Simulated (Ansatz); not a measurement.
## SrO: energy against volume and a worked fit

```cif
data_structure
_symmetry_space_group_name_H-M 'P 1'
_symmetry_Int_Tables_number 1
_cell_length_a 3.6293
_cell_length_b 3.6293
_cell_length_c 3.6293
_cell_angle_alpha 60.000
_cell_angle_beta 60.000
_cell_angle_gamma 60.000
_cell_volume 33.80
loop_
_atom_site_label
_atom_site_type_symbol
_atom_site_fract_x
_atom_site_fract_y
_atom_site_fract_z
_atom_site_occupancy
Sr1 Sr 0.50000 0.50000 0.50000 1
O1 O 0.00000 0.00000 0.00000 1
```

The cell was scaled at fixed shape and fractions and run with Ansatz, Ansatz PAW, cutoff 500 eV; r2SCAN+rVV10, k mesh 9 × 9 × 9 on the cell of 2 atoms, fermi-dirac occupations of 0.05 eV, no spin polarisation, no spin-orbit coupling. The potentials were made for PBE. Energies are those that the program minimises, any entropy of the smearing included.

```tsv
V (Å³/atom)	energy over the lowest row (meV/atom)
15.8873	23.838
16.2253	?
16.5634	3.115
16.9014	0.000
17.2394	1.067
17.5774	5.871
17.9155	14.031
```

Task: Fit the third-order Birch-Murnaghan form, give V0, B0 and B′, and predict the energy left open.

Result: With y = (V0/V)^(2/3), E = E0 + (9 V0 B0/16) [(y - 1)³ B′ + (y - 1)² (6 - 4y)]. Least squares through the rows shown give V0 = 16.9792 Å³/atom, E0 = -0.105 meV, B0 = 96.78 GPa (1 eV/Å³ = 160.218 GPa) and B′ = 4.48, with a largest miss of 0.004 meV. At V = 16.2253 the form with these constants gives 10.880 meV; the run gave 10.880 meV an atom. Measured volume: 17.18 Å³/atom at 298.15 K (a printed reference work), so the fit lies -1.2 % from it. The runs are for a static lattice.
